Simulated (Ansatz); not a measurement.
SnSe:

```
Sn Se
1.0
     0.00000    3.01000    3.01000
     3.01000    0.00000    3.01000
     3.01000    3.01000    0.00000
Sn Se
1 1
Direct
  0.00000 0.00000 0.00000
  0.50000 0.50000 0.50000
```

Measurements of this composition are mostly on another form, of space group No. 62.

```yaml
Program: Ansatz 0.2.0
Task: relaxation of cell and atoms
Functional: PBEsol
Potentials_or_basis: all-electron LAPW, scalar-relativistic
Basis_error_allowed: 0.001 eV/atom
k_mesh: 8 × 8 × 8
Occupations: fermi-dirac, width 0.05 eV
Spin: no spin polarisation
```

At the start: volume 27.27 Å³/atom.

Task: How do energy, volume and symmetry change on relaxing?

Result: Over 5 steps the energy falls by 6.2 meV/atom and the volume is 26.27 Å³/atom (-3.7 %); space group Fm-3m (No. 225, to 0.05 Å).

The path:
| step | energy change (eV) | largest force (eV/Å) | volume (Å³) |
| --- | --- | --- | --- |
| 1 | 0.0000 | 0.0000 | 54.54 |
| 2 | -0.0098 | 0.0000 | 51.66 |
| 3 | -0.0125 | 0.0000 | 52.60 |
| 4 | -0.0125 | 0.0000 | 52.54 |
| 5 | -0.0125 | 0.0000 | 52.54 |

Final structure:
```xyz
2
Lattice="0.0000 2.9728 2.9728 2.9728 0.0000 2.9728 2.9728 2.9728 0.0000" Properties=species:S:1:pos:R:3 pbc="T T T"
Sn    0.0000    0.0000    0.0000
Se    2.9728    2.9728    2.9728
```
